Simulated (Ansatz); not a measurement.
## Structure relaxation of Zr

Theory: DFT r2SCAN, scalar-relativistic, plane waves, PAW in Ansatz 0.2.0. Cutoff 500 eV, Γ-centred k mesh, Gaussian smearing, no spin polarisation in the final step.

A relaxed cell is given with its space group left out.

```
Zr
1.0
     0.00000    2.70906    5.36714
     1.62170    0.00000    5.36714
     1.62170    2.70906    0.00000
Zr
2
Direct
  0.86527 0.86527 0.13473
  0.13473 0.13473 0.86527
```

Energies count from the standard state of Zr at the same level.

What space group does it have?

Fmmm (No. 69). Conventional cell: a = 3.243 Å, b = 5.418 Å, c = 10.734 Å. Zr has 3 Zr at 2.89–2.96 Å, 6 Zr at 3.16–3.24 Å and 2 Zr at 3.67 Å.

How far above the standard state of Zr does it lie?

0.19 eV/atom.

Is it a metal?

Yes, bands cross the Fermi level on the 20×20×20 mesh.

The final run used a 20×20×20 mesh on its 2-atom cell and 0.10 eV smearing. The k mesh leaves about 4 meV/atom of noise in metals. The cell came from a trial start, so Zr may not exist in this structure.